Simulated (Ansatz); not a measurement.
# Beryllium, diamond under PBEsol: structure, energy and stiffness, part 2 of 2

The plan for beryllium in the diamond structure: relax it, solve it on a dense k-mesh, then scale the cell to 7 volumes from 88 to 112 % of the relaxed one and try a fit of the equation of state. Spin polarisation is left out. The k-meshes are 12×12×12 for the relaxation; 18×18×18 for the dense run; 13×13×13 for the volumes.

Ansatz 0.2.0; DFT, PBEsol, plane waves (420 eV) with PAW, scalar-relativistic. Earlier steps stand in the parts before.

**4. The cell scaled to 88 % of its volume**

This is Be in the diamond structure; at room conditions it is hcp.

Contents of input.yaml:

```yaml
crystal:
  lattice:
    - [0.0, 2.3359540795, 2.3359540795]
    - [2.3359540795, 0.0, 2.3359540795]
    - [2.3359540795, 2.3359540795, 0.0]
  atoms:
    - { symbol: Be, position: [0.125, 0.125, 0.125] }
    - { symbol: Be, position: [0.875, 0.875, 0.875] }
hamiltonian:
  xc: pbesol
  pseudopotentials:
    kind: paw
    azcp:
      Be: "pseudopotentials/Be.paw.azcp"
basis:
  ecutwfc: 420
  fft_grid_basis: typed
kpoints:
  mp_grid: { grid: [13, 13, 13], shift: [0, 0, 0] }
magnetization:
  spin_polarized: false
scf:
  occupations: { method: fermi_dirac, width: 0.1 }
  lower_state_search: "off"
output:
  stress: true
  write_density: true
  write_potential: true
  elf: true
  volumetric_format: npy
```

The program printed, shortened:

```text
Warning: <dir> the record states the generating functional pbe (its physics header spells it `PBE`), which answers neither for hamiltonian.xc's functional nor for the pbesol family's — results may be inconsistent (PPs are generated against a specific XC)
Warning: RAYON_NUM_THREADS=2 ignored (pool sized by the plan → 2); use --threads N
[...]
Pseudopotentials: kind: paw
Pseudopotential: Be, paw, valence charge 2, recommended cutoff 420 eV (normal), <dir>
Functional definition: PBEsol
[...]
Crystal: 2 atoms, lattice volume = 25.493 Å³
Basis set: ecut = 420 eV, 531 PW (Γ)
Bands: 6, of which v1, the nominal top of the filled ones, is band 2 counted from 1 (1 counted from 0)
Symmetry: 48 space group operations
Space group: Fd-3m (ITA 227), of the structure as read, at distance tolerance 2.9e-5 Å
k-points: 84 of 2197
[...]
SCF iter   1: F=—  HF=-177.265585 eV  |F-HF|=—  |Δ(HF+E_count)|=         —  Δρ=2.61e-3  dr2=1.49e-3  ethr=1.77e-3  ⟨swp⟩=5.4  Hψ=4577  notcnv=0
[...]
SCF iter   6: F=-177.266463 eV  HF=-177.266463 eV  |F-HF|=5.68e-14  |Δ(HF+E_count)|=  3.98e-12  Δρ=1.04e-8  dr2=2.18e-14  ethr=1.00e-12  ⟨swp⟩=3.7  Hψ=1783  notcnv=0
[...]
SCF converged after 6 iterations
Free energy (F): -177.266463 eV
[...]
E sigma→0 (E₀):  -177.253642 eV
Entropy (-TS):   -0.025642 eV (-12.821 meV/atom)
Fermi energy:    3.222804 eV
[...]
--- Stress (GPa, compression-positive) ---
        7.162910      -0.000000       0.000000
       -0.000000       7.162910      -0.000000
        0.000000       0.000000       7.162910
  P = ⅓ Tr σ = 7.1629 GPa (71.629 kbar)
--- Band table (eV; the first three rows and the last of 84) ---
  k-point 0: bands = ["-4.6529", "8.5158", "8.5158", "8.5158", "11.1651", "11.1651"]
[...]
```

Run time: 0.78 s. Hardware: 2 threads of an Arm CPU, shared host; peak memory 0.26 GiB.

The maps below are laid out on this run's own conventional cell (a, b, c = 4.672, 4.672, 4.672 Å).

Density in a lattice plane of the grid's cell (edges 4.67 and 4.67 Å, at 0.125 of the third edge), which holds Be.

Ten even steps from ' ' (0.06 e/Å³) to '@' (0.24 e/Å³):
```
%%%%@@@@@@%%%%##**++==----::::::::::----==++**##
****************++++++++==============++++++++**
==============++++++++******************++++++++
--::::::::::----==++**##%%%%@@@@@@%%%%##**++==--
::..........::--==++##%%@@@@@@@@@@@@@@%%##++==--
..          ..::--++##@@@@%%**==**%%@@@@##++--::
..          ..::--++##@@@@**::  ::**@@@@##++--::
..          ..::--++##@@@@**::  ::**@@@@##++--::
..          ..::--++##@@@@%%**==**%%@@@@##++--::
::..........::--==++##%%@@@@@@@@@@@@@@%%##++==--
--::::::::::----==++**##%%%%@@@@@@%%%%##**++==--
==============++++++++******************++++++++
****************++++++++==============++++++++**
%%%%@@@@@@%%%%##**++==----::::::::::----==++**##
@@@@@@@@@@@@@@%%##++==--::..........::--==++##%%
@@%%**==**%%@@@@##++--::..          ..::--++##@@
@@**::  ::**@@@@##++--::..          ..::--++##@@
@@**::  ::**@@@@##++--::..          ..::--++##@@
@@%%**==**%%@@@@##++--::..          ..::--++##@@
@@@@@@@@@@@@@@%%##++==--::..........::--==++##%%
```
Columns run along the first of these edges and rows up along the second, over one cell in 24 and 20 even steps from the bottom left corner. Atoms in the plane (fractional): Be at (0.12, 0.12), Be at (0.62, 0.62).

ELF in the same plane.

Ten even steps from ' ' (0.00) to '@' (0.72):
```
@@@@%%%%%%@@@@@@@@%%##**++++======++++**##%%@@@@
@@@@%%%%%%@@@@@@%%%%######################%%%%@@
##################%%%%@@@@@@%%%%%%@@@@@@%%%%####
++++======++++**##%%@@@@@@@@%%%%%%@@@@@@@@%%##**
==----::----==++##%%@@@@@@##==--==##@@@@@@%%##++
--::......::--==**%%@@@@**::      ::**@@@@%%**==
::..........::==**%%%%%%==          ==%%%%%%**==
::..........::==**%%%%%%==          ==%%%%%%**==
--::......::--==**%%@@@@**::      ::**@@@@%%**==
==----::----==++##%%@@@@@@##==--==##@@@@@@%%##++
++++======++++**##%%@@@@@@@@%%%%%%@@@@@@@@%%##**
##################%%%%@@@@@@%%%%%%@@@@@@%%%%####
@@@@%%%%%%@@@@@@%%%%######################%%%%@@
@@@@%%%%%%@@@@@@@@%%##**++++======++++**##%%@@@@
@@##==--==##@@@@@@%%##++==----::----==++##%%@@@@
**::      ::**@@@@%%**==--::......::--==**%%@@@@
==          ==%%%%%%**==::..........::==**%%%%%%
==          ==%%%%%%**==::..........::==**%%%%%%
**::      ::**@@@@%%**==--::......::--==**%%@@@@
@@##==--==##@@@@@@%%##++==----::----==++##%%@@@@
```
Columns run along the first of these edges and rows up along the second, over one cell in 24 and 20 even steps from the bottom left corner. Atoms in the plane (fractional): Be at (0.12, 0.12), Be at (0.62, 0.62).

Both are smooth fields of the valence electrons: close to the nuclei they are not physical.

Outside the cores ELF peaks at 0.85 on the Be–Be line, 1.0 Å from Be.

**5. The cell scaled to 92 % of its volume**

Edit input.yaml of step 4 so:

```diff
@@ -2,5 +2,5 @@
   lattice:
-    - [0.0, 2.3359540795, 2.3359540795]
-    - [2.3359540795, 0.0, 2.3359540795]
-    - [2.3359540795, 2.3359540795, 0.0]
+    - [0.0, 2.3708242066, 2.3708242066]
+    - [2.3708242066, 0.0, 2.3708242066]
+    - [2.3708242066, 2.3708242066, 0.0]
   atoms:
@@ -26,5 +26 @@
   stress: true
-  write_density: true
-  write_potential: true
-  elf: true
-  volumetric_format: npy
```

The program printed, shortened:

```text
Warning: <dir> the record states the generating functional pbe (its physics header spells it `PBE`), which answers neither for hamiltonian.xc's functional nor for the pbesol family's — results may be inconsistent (PPs are generated against a specific XC)
Warning: RAYON_NUM_THREADS=2 ignored (pool sized by the plan → 2); use --threads N
[...]
[... 3 set-up lines as earlier in the session ...]
[...]
Crystal: 2 atoms, lattice volume = 26.652 Å³
Basis set: ecut = 420 eV, 531 PW (Γ)
Bands: 6, of which v1, the nominal top of the filled ones, is band 2 counted from 1 (1 counted from 0)
[... 1 set-up line as earlier in the session ...]
Space group: Fd-3m (ITA 227), of the structure as read, at distance tolerance 3.0e-5 Å
k-points: 84 of 2197
[...]
SCF iter   1: F=—  HF=-177.306725 eV  |F-HF|=—  |Δ(HF+E_count)|=         —  Δρ=2.55e-3  dr2=1.53e-3  ethr=1.77e-3  ⟨swp⟩=5.4  Hψ=4572  notcnv=0
[...]
SCF iter   6: F=-177.307675 eV  HF=-177.307675 eV  |F-HF|=1.42e-13  |Δ(HF+E_count)|=  2.81e-12  Δρ=1.23e-8  dr2=3.97e-14  ethr=1.00e-12  ⟨swp⟩=1.0  Hψ=1247  notcnv=0
[...]
SCF converged after 6 iterations
Free energy (F): -177.307675 eV
[...]
E sigma→0 (E₀):  -177.294491 eV
Entropy (-TS):   -0.026369 eV (-13.185 meV/atom)
Fermi energy:    2.937231 eV
[...]
--- Stress (GPa, compression-positive) ---
        4.320349       0.000000       0.000000
        0.000000       4.320349       0.000000
       -0.000000       0.000000       4.320349
  P = ⅓ Tr σ = 4.3203 GPa (43.203 kbar)
```

Run time: 0.6 s. Hardware: 2 threads of an Arm CPU, shared host; peak memory 0.26 GiB.

**6. The cell scaled to 96 % of its volume**

Edit input.yaml of step 5 so:

```diff
@@ -2,5 +2,5 @@
   lattice:
-    - [0.0, 2.3708242066, 2.3708242066]
-    - [2.3708242066, 0.0, 2.3708242066]
-    - [2.3708242066, 2.3708242066, 0.0]
+    - [0.0, 2.4046977004, 2.4046977004]
+    - [2.4046977004, 0.0, 2.4046977004]
+    - [2.4046977004, 2.4046977004, 0.0]
   atoms:
```

The program printed, shortened:

```text
Warning: <dir> the record states the generating functional pbe (its physics header spells it `PBE`), which answers neither for hamiltonian.xc's functional nor for the pbesol family's — results may be inconsistent (PPs are generated against a specific XC)
Warning: RAYON_NUM_THREADS=2 ignored (pool sized by the plan → 2); use --threads N
[...]
[... 3 set-up lines as earlier in the session ...]
[...]
Crystal: 2 atoms, lattice volume = 27.811 Å³
Basis set: ecut = 420 eV, 537 PW (Γ)
Bands: 6, of which v1, the nominal top of the filled ones, is band 2 counted from 1 (1 counted from 0)
[... 2 set-up lines as earlier in the session ...]
k-points: 84 of 2197
[...]
SCF iter   1: F=—  HF=-177.329140 eV  |F-HF|=—  |Δ(HF+E_count)|=         —  Δρ=2.45e-3  dr2=1.52e-3  ethr=1.77e-3  ⟨swp⟩=5.4  Hψ=4574  notcnv=0
[...]
SCF iter   6: F=-177.330091 eV  HF=-177.330091 eV  |F-HF|=0.00e0  |Δ(HF+E_count)|=  2.93e-12  Δρ=1.14e-8  dr2=3.82e-14  ethr=1.00e-12  ⟨swp⟩=1.0  Hψ=1250  notcnv=0
[...]
SCF converged after 6 iterations
Free energy (F): -177.330091 eV
[...]
E sigma→0 (E₀):  -177.316513 eV
Entropy (-TS):   -0.027155 eV (-13.577 meV/atom)
Fermi energy:    2.674934 eV
[...]
--- Stress (GPa, compression-positive) ---
        1.949414       0.000000       0.000000
       -0.000000       1.949414      -0.000000
        0.000000      -0.000000       1.949414
  P = ⅓ Tr σ = 1.9494 GPa (19.494 kbar)
```

Wall time 0.63 s (2 threads of an Arm CPU, shared host); peak memory 0.26 GiB.

**7. The cell scaled to 100 % of its volume**

Edit input.yaml of step 6 so:

```diff
@@ -2,5 +2,5 @@
   lattice:
-    - [0.0, 2.4046977004, 2.4046977004]
-    - [2.4046977004, 0.0, 2.4046977004]
-    - [2.4046977004, 2.4046977004, 0.0]
+    - [0.0, 2.4376428586, 2.4376428586]
+    - [2.4376428586, 0.0, 2.4376428586]
+    - [2.4376428586, 2.4376428586, 0.0]
   atoms:
```

The program printed, shortened:

```text
Warning: <dir> the record states the generating functional pbe (its physics header spells it `PBE`), which answers neither for hamiltonian.xc's functional nor for the pbesol family's — results may be inconsistent (PPs are generated against a specific XC)
Warning: RAYON_NUM_THREADS=2 ignored (pool sized by the plan → 2); use --threads N
[...]
[... 3 set-up lines as earlier in the session ...]
[...]
Crystal: 2 atoms, lattice volume = 28.969 Å³
Basis set: ecut = 420 eV, 537 PW (Γ)
Bands: 6, of which v1, the nominal top of the filled ones, is band 2 counted from 1 (1 counted from 0)
[... 2 set-up lines as earlier in the session ...]
k-points: 84 of 2197
[...]
SCF iter   1: F=—  HF=-177.335879 eV  |F-HF|=—  |Δ(HF+E_count)|=         —  Δρ=2.35e-3  dr2=1.48e-3  ethr=1.77e-3  ⟨swp⟩=5.4  Hψ=4618  notcnv=0
[...]
SCF iter   6: F=-177.336808 eV  HF=-177.336808 eV  |F-HF|=5.68e-14  |Δ(HF+E_count)|=  1.11e-12  Δρ=1.17e-8  dr2=4.02e-14  ethr=1.00e-12  ⟨swp⟩=1.0  Hψ=1250  notcnv=0
[...]
SCF converged after 6 iterations
Free energy (F): -177.336808 eV
[...]
E sigma→0 (E₀):  -177.322819 eV
Entropy (-TS):   -0.027977 eV (-13.989 meV/atom)
Fermi energy:    2.433515 eV
[...]
--- Stress (GPa, compression-positive) ---
       -0.033466       0.000000      -0.000000
       -0.000000      -0.033466       0.000000
        0.000000      -0.000000      -0.033466
  P = ⅓ Tr σ = -0.0335 GPa (-0.335 kbar)
```

It took 0.62 s on 2 threads of an Arm CPU, shared host; peak memory 0.26 GiB.

**8. The cell scaled to 104 % of its volume**

Edit input.yaml of step 7 so:

```diff
@@ -2,5 +2,5 @@
   lattice:
-    - [0.0, 2.4376428586, 2.4376428586]
-    - [2.4376428586, 0.0, 2.4376428586]
-    - [2.4376428586, 2.4376428586, 0.0]
+    - [0.0, 2.4697207854, 2.4697207854]
+    - [2.4697207854, 0.0, 2.4697207854]
+    - [2.4697207854, 2.4697207854, 0.0]
   atoms:
```

The program printed, shortened:

```text
Warning: <dir> the record states the generating functional pbe (its physics header spells it `PBE`), which answers neither for hamiltonian.xc's functional nor for the pbesol family's — results may be inconsistent (PPs are generated against a specific XC)
Warning: RAYON_NUM_THREADS=2 ignored (pool sized by the plan → 2); use --threads N
[...]
[... 3 set-up lines as earlier in the session ...]
[...]
Crystal: 2 atoms, lattice volume = 30.128 Å³
Basis set: ecut = 420 eV, 609 PW (Γ)
Bands: 6, of which v1, the nominal top of the filled ones, is band 2 counted from 1 (1 counted from 0)
[... 2 set-up lines as earlier in the session ...]
k-points: 84 of 2197
[...]
SCF iter   1: F=—  HF=-177.329501 eV  |F-HF|=—  |Δ(HF+E_count)|=         —  Δρ=2.23e-3  dr2=1.41e-3  ethr=1.77e-3  ⟨swp⟩=5.4  Hψ=4626  notcnv=0
[...]
SCF iter   6: F=-177.330383 eV  HF=-177.330383 eV  |F-HF|=1.14e-13  |Δ(HF+E_count)|=  2.33e-12  Δρ=1.20e-8  dr2=4.62e-14  ethr=1.00e-12  ⟨swp⟩=1.0  Hψ=1259  notcnv=0
[...]
SCF converged after 6 iterations
Free energy (F): -177.330383 eV
[...]
E sigma→0 (E₀):  -177.315971 eV
Entropy (-TS):   -0.028825 eV (-14.412 meV/atom)
Fermi energy:    2.210759 eV
[...]
--- Stress (GPa, compression-positive) ---
       -1.694309      -0.000000      -0.000000
        0.000000      -1.694309       0.000000
       -0.000000       0.000000      -1.694309
  P = ⅓ Tr σ = -1.6943 GPa (-16.943 kbar)
```

Run time: 0.64 s. Hardware: 2 threads of an Arm CPU, shared host; peak memory 0.27 GiB.

**9. The cell scaled to 108 % of its volume**

Edit input.yaml of step 8 so:

```diff
@@ -2,5 +2,5 @@
   lattice:
-    - [0.0, 2.4697207854, 2.4697207854]
-    - [2.4697207854, 0.0, 2.4697207854]
-    - [2.4697207854, 2.4697207854, 0.0]
+    - [0.0, 2.5009863929, 2.5009863929]
+    - [2.5009863929, 0.0, 2.5009863929]
+    - [2.5009863929, 2.5009863929, 0.0]
   atoms:
```

The program printed, shortened:

```text
Warning: <dir> the record states the generating functional pbe (its physics header spells it `PBE`), which answers neither for hamiltonian.xc's functional nor for the pbesol family's — results may be inconsistent (PPs are generated against a specific XC)
Warning: RAYON_NUM_THREADS=2 ignored (pool sized by the plan → 2); use --threads N
[...]
[... 3 set-up lines as earlier in the session ...]
[...]
Crystal: 2 atoms, lattice volume = 31.287 Å³
Basis set: ecut = 420 eV, 609 PW (Γ)
Bands: 6, of which v1, the nominal top of the filled ones, is band 2 counted from 1 (1 counted from 0)
[... 1 set-up line as earlier in the session ...]
Space group: Fd-3m (ITA 227), of the structure as read, at distance tolerance 3.2e-5 Å
k-points: 84 of 2197
[...]
SCF iter   1: F=—  HF=-177.312124 eV  |F-HF|=—  |Δ(HF+E_count)|=         —  Δρ=2.10e-3  dr2=1.31e-3  ethr=1.77e-3  ⟨swp⟩=5.3  Hψ=4627  notcnv=0
[...]
SCF iter   6: F=-177.312945 eV  HF=-177.312945 eV  |F-HF|=5.68e-14  |Δ(HF+E_count)|=  2.84e-13  Δρ=1.10e-8  dr2=4.10e-14  ethr=1.00e-12  ⟨swp⟩=1.0  Hψ=1278  notcnv=0
[...]
SCF converged after 6 iterations
Free energy (F): -177.312945 eV
[...]
E sigma→0 (E₀):  -177.298099 eV
Entropy (-TS):   -0.029694 eV (-14.847 meV/atom)
Fermi energy:    2.004640 eV
[...]
--- Stress (GPa, compression-positive) ---
       -3.086917       0.000000       0.000000
        0.000000      -3.086917      -0.000000
        0.000000       0.000000      -3.086917
  P = ⅓ Tr σ = -3.0869 GPa (-30.869 kbar)
```

It took 0.66 s on 2 threads of an Arm CPU, shared host; peak memory 0.27 GiB.

**10. The cell scaled to 112 % of its volume**

Edit input.yaml of step 9 so:

```diff
@@ -2,5 +2,5 @@
   lattice:
-    - [0.0, 2.5009863929, 2.5009863929]
-    - [2.5009863929, 0.0, 2.5009863929]
-    - [2.5009863929, 2.5009863929, 0.0]
+    - [0.0, 2.5314892332, 2.5314892332]
+    - [2.5314892332, 0.0, 2.5314892332]
+    - [2.5314892332, 2.5314892332, 0.0]
   atoms:
```

The program printed, shortened:

```text
Warning: <dir> the record states the generating functional pbe (its physics header spells it `PBE`), which answers neither for hamiltonian.xc's functional nor for the pbesol family's — results may be inconsistent (PPs are generated against a specific XC)
Warning: RAYON_NUM_THREADS=2 ignored (pool sized by the plan → 2); use --threads N
[...]
[... 3 set-up lines as earlier in the session ...]
[...]
Crystal: 2 atoms, lattice volume = 32.446 Å³
Basis set: ecut = 420 eV, 609 PW (Γ)
Bands: 6, of which v1, the nominal top of the filled ones, is band 2 counted from 1 (1 counted from 0)
[... 2 set-up lines as earlier in the session ...]
k-points: 84 of 2197
[...]
SCF iter   1: F=—  HF=-177.285523 eV  |F-HF|=—  |Δ(HF+E_count)|=         —  Δρ=1.97e-3  dr2=1.17e-3  ethr=1.77e-3  ⟨swp⟩=5.3  Hψ=4618  notcnv=0
[...]
SCF iter   6: F=-177.286269 eV  HF=-177.286269 eV  |F-HF|=0.00e0  |Δ(HF+E_count)|=  2.90e-12  Δρ=9.00e-9  dr2=2.55e-14  ethr=1.00e-12  ⟨swp⟩=1.0  Hψ=1287  notcnv=0
[...]
SCF converged after 6 iterations
Free energy (F): -177.286269 eV
[...]
E sigma→0 (E₀):  -177.270977 eV
Entropy (-TS):   -0.030585 eV (-15.292 meV/atom)
Fermi energy:    1.813339 eV
[...]
--- Stress (GPa, compression-positive) ---
       -4.255392       0.000000       0.000000
        0.000000      -4.255392      -0.000000
        0.000000       0.000000      -4.255392
  P = ⅓ Tr σ = -4.2554 GPa (-42.554 kbar)
```

Run time: 0.65 s. Hardware: 2 threads of an Arm CPU, shared host; peak memory 0.27 GiB.

**11. Energy and pressure against volume**

The cell was scaled evenly, with its shape and the fractional positions fixed.

| V (Å³/atom) | E − E₀ (meV/atom) | P from the stress (GPa) | P from the fit (GPa) |
| --- | --- | --- | --- |
| 12.747 | 34.6 | 7.16 | 7.11 |
| 13.326 | 14.2 | 4.32 | 4.27 |
| 13.905 | 3.2 | 1.95 | 1.89 |
| 14.485 | 0.0 | -0.03 | -0.09 |
| 15.064 | 3.4 | -1.69 | -1.75 |
| 15.644 | 12.4 | -3.09 | -3.15 |
| 16.223 | 25.9 | -4.26 | -4.32 |

Fit (Birch-Murnaghan, third order): V₀ = 14.456 Å³/atom, B₀ = 46 GPa, B₀′ = 3.4, largest residual 0.01 meV/atom.

The fit is made to E(σ → 0), while the stress belongs to the free energy F; that is one source of the offset between the two pressures.

**12. Outcome**

The summary covers parts 1 to 2.

| quantity | value |
| --- | --- |
| space group (spins left aside) | Fd-3m (No. 227) |
| conventional cell | a = 4.875 Å |
| volume | 14.485 Å³/atom |
| shortest distance | 2.111 Å |
| gap on the mesh | none (levels filled in part) |
| relative to hcp | +1691 meV/atom |
| V₀, B₀, B₀′ | 14.456 Å³/atom, 46 GPa, 3.4 |

**Reading.** The relaxation enlarged the cell by 32.3 % in volume. Against the reference form of beryllium (hcp, computed apart with the same settings) it stands 1691 meV/atom higher, so it is far from stable. Levels at the Fermi energy are filled in part, as in a metal. B₀ comes out at 46 GPa. Relaxation kept the symmetry; phonons were not checked.
